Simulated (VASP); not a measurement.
Write the native input for VASP 6.6.1 that does the following.

```yaml
Task: relaxation of cell and atoms
Functional: PBEsol
Potentials_or_basis: VASP PAW PBE potentials, release 64 (Ti_sv, Al)
Cutoff: 600 eV
k_mesh: 18 × 18 × 10
Occupations: gaussian, width 0.1 eV
Spin: no spin polarisation
Dipole_correction: no
Further_INCAR_settings: ALGO = Fast; EDIFF = 1e-06; IBRION = 2; EDIFFG = -0.002; NSW = 100; ISIF = 3
```

The structure of TiAl lies in POSCAR:

```
TiAl
1.0
    2.8672622300      0.0000000000      0.0000000000
   -1.4336311200      2.4831219300      0.0000000000
    0.0000000000      0.0000000000      4.6780830000
Ti Al
1 1
Direct
    0.0000000000      0.0000000000      0.0000000000
    0.3333333300      0.6666666700      0.5000000000
```

The cell comes from a database or a generator and needn't be the stable form of this composition.

These files were run (other wordings do the same):

INCAR

```
ALGO = Fast
EDIFF = 1E-6
EDIFFG = -0.002
ENCUT = 600
GGA = PS
IBRION = 2
ISIF = 3
ISMEAR = 0
LASPH = True
LCHARG = False
LREAL = False
LWAVE = False
NELM = 100
NSW = 100
PREC = Accurate
SIGMA = 0.1
```

KPOINTS

```
k-points
0
Gamma
  18 18 10
```

Potentials or basis: VASP PAW PBE potentials, release 64 (Ti_sv, Al).

Run with:

```console
$ cat potpaw_PBE.64/Ti_sv/POTCAR potpaw_PBE.64/Al/POTCAR > POTCAR
$ mpirun -np 1 vasp_std > vasp.out
```

It gave:

* Relaxed volume: 16.22 Å³/atom
* Relaxed cell: a = 2.847 Å, b = 2.847 Å, c = 4.621 Å, α = 90.00°, β = 90.00°, γ = 120.00°
* Space group after relaxing (to 0.05 Å): P-6m2 (No. 187)
* Energy gained by relaxing: 4.2 meV/atom
* Ionic steps: 27
* Pressure after relaxing: 0.0 GPa
* Band gap on the k mesh: none (metal or under the smearing width)

Caveat: the PAW data sets were made with another functional, which shifts forces and pressure a little.

Run time: 12 min on 1 thread of AMD EPYC 9R45 96-Core Processor (Zen 5), on a shared host, peak memory 0.24 GiB.
